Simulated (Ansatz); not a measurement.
# How much do the gradients of MgB₂ depend on the method?

Cell: a structure deposited in the COD, whose atoms a relaxation with PBE at fixed cell left in place.

```
Mg B
1.0
     3.08500    0.00000    0.00000
    -1.54250    2.67169    0.00000
     0.00000    0.00000    3.52300
Mg B
1 2
Cartesian
  0.0000 0.0000 0.0000
  0.0000 1.7811 1.7615
  1.5425 0.8906 1.7615
```

Atom numbers follow the list; atoms alike are taken as one site, whose name carries the number of the first.

First run. Method: Kohn–Sham DFT in Ansatz, PBE, plane waves and PAW, scalar-relativistic, 420 eV cutoff, Γ-centred 17×17×13 k-points, Fermi–Dirac smearing 0.05 eV.

| site | atom | V_zz (10²¹ V/m²) | η |
| --- | --- | --- | --- |
| Mg | 1 | -0.29 | 0.00 |
| B | 2 | 1.68 | 0.00 |

Second run. The same atoms and settings, except that the functional is r2SCAN and the cutoff is 500 eV.

Q: Given the first result, estimate the second.

A: 

```tsv
site	atom	V_zz	η	change of V_zz
Mg	1	-0.29	0.00	0.00
B	2	1.65	0.00	-0.03
```

The largest change of V_zz is on B, from 1.68 to 1.65.

The run finds no gap above 0.1 eV (a metal, or nearly one), so the gradients can move by 10 % or more with the k-mesh.
